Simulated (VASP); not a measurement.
Wanted: the native input for a VASP 6.6.1 run.

```yaml
Task: single point
Functional: HSE06
Potentials_or_basis: VASP PAW PBE potentials, release 64 (Cd, Se)
Cutoff: 520 eV
k_mesh: 4 × 4 × 4
Occupations: gaussian, width 0.01 eV
Spin: non-collinear spin, zero start, spin-orbit coupling
Starting_moments: "[[0.0, 0.0, 0.0], [0.0, 0.0, 0.0]] μB"
Dipole_correction: no
Exchange_at_q_=_0: truncated
Grid_for_exact_exchange_PRECFOCK: Normal
Screening_parameter: 0.2079 1/A
Further_INCAR_settings: ALGO = Normal; EDIFF = 1e-07; NBANDS = 30
```

CdSe:

```
Cd Se
1.0
     0.00000    3.03850    3.03850
     3.03850    0.00000    3.03850
     3.03850    3.03850    0.00000
Cd Se
1 1
Direct
  0.00000 0.00000 0.00000
  0.25000 0.25000 0.25000
```

The cell was built by a generator and needn't be a form met in nature.

One way to write it, as run:

POSCAR

```
CdSe
1.0
    0.0000000000      3.0385000000      3.0385000000
    3.0385000000      0.0000000000      3.0385000000
    3.0385000000      3.0385000000      0.0000000000
Cd Se
1 1
Direct
    0.0000000000      0.0000000000      0.0000000000
    0.2500000000      0.2500000000      0.2500000000
```

INCAR.step1

```
SYSTEM = CdSe
PREC = Accurate
ENCUT = 520
EDIFF = 1E-5
ISMEAR = 0
SIGMA = 0.01
LREAL = .False.
LASPH = .True.
NELM = 150
ALGO = Normal
ISIF = 2
LWAVE = .True.
MAGMOM = 0 0 0 0 0 0
LORBIT = 11
LSORBIT = .True.
GGA_COMPAT = .False.
LORBMOM = .True.
NBANDS = 30
GGA = PE
```

INCAR.step2

```
SYSTEM = CdSe
PREC = Accurate
ENCUT = 520
EDIFF = 1E-7
ISMEAR = 0
SIGMA = 0.01
LREAL = .False.
LASPH = .True.
NELM = 150
ALGO = Normal
ISIF = 2
LWAVE = .False.
LCHARG = .True.
MAGMOM = 0 0 0 0 0 0
LORBIT = 11
LSORBIT = .True.
GGA_COMPAT = .False.
LORBMOM = .True.
GGA = PE
LHFCALC = .True.
HFSCREEN = 0.2079
PRECFOCK = Normal
LVHAR = .True.
NBANDS = 30
ISTART = 1
```

KPOINTS

```
regular mesh
0
Gamma
  4 4 4
  0 0 0
```

Potentials or basis: VASP PAW PBE potentials, release 64 (Cd, Se).

The run is started by

```bash
$ cat potpaw_PBE.64/Cd/POTCAR potpaw_PBE.64/Se/POTCAR > POTCAR
$ cp INCAR.step1 INCAR
$ mpirun -np 1 vasp_ncl > vasp.out
$ cp INCAR.step2 INCAR
$ mpirun -np 1 vasp_ncl > vasp.out
```

Results of the run:

```
Pressure                                              : 2.2 GPa
Net moment                                            : 0.00 μB per cell
Valence electrons inside the program's atomic spheres : Cd 10.33; Se 3.94
```

Caveat: the k mesh is coarse (spacing up to 0.45 Å⁻¹), so the values aren't converged, least of all with exact exchange; the PAW data sets were made with another functional, which shifts forces and pressure a little.

Run time: 28 min on 1 thread of AMD EPYC 9R45 96-Core Processor (Zen 5), on a shared host, peak memory 0.41 GiB.
